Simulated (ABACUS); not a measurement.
NaCl:

```xyz
2
Lattice="0.0000 2.7941 2.7941 2.7941 0.0000 2.7941 2.7941 2.7941 0.0000" Properties=species:S:1:pos:R:3 pbc="T T T"
Cl    2.7941    2.7941    2.7941
Na    0.0000    0.0000    0.0000
```

The cell is a database's computed one.

Base run:

```yaml
Program: ABACUS 3.10.1
Functional: LDA
Potentials_or_basis: PseudoDojo NC SR 0.4.1 LDA standard
Cutoff: 1361 eV
Density_cutoff: 5442 eV
Basis: DZP LCAO (the cutoffs set its grid)
k_mesh: 7 × 7 × 7
Occupations: fermi-dirac, width 0.05 eV
Spin: no spin polarisation
```

Its results: band gap on the k mesh 5.00 eV, direct; pressure -1.7 GPa.

**Question.** After a change of settings the same cell gave: band gap on the k mesh 5.41 eV, direct; pressure 1.7 GPa. Which change was it?
A. functional from LDA to PBEsol; potentials or basis from PseudoDojo NC SR 0.4.1 LDA standard to PseudoDojo NC SR 0.5 PBE stringent
B. functional from LDA to PBE; potentials or basis from PseudoDojo NC SR 0.4.1 LDA standard to PseudoDojo NC SR 0.5 PBE standard
C. functional from LDA to BLYP; potentials or basis from PseudoDojo NC SR 0.4.1 LDA standard to PseudoDojo NC SR 0.5 PBE stringent

**Answer.** B.

Caveats: the atomic orbitals were generated for these runs and aren't a published set; an odd mesh through Γ misses points on the zone boundary, where band edges often lie; the basis of atomic orbitals isn't converged, which shifts pressures, moduli and gaps.

Not every run made on this cell is shown here.
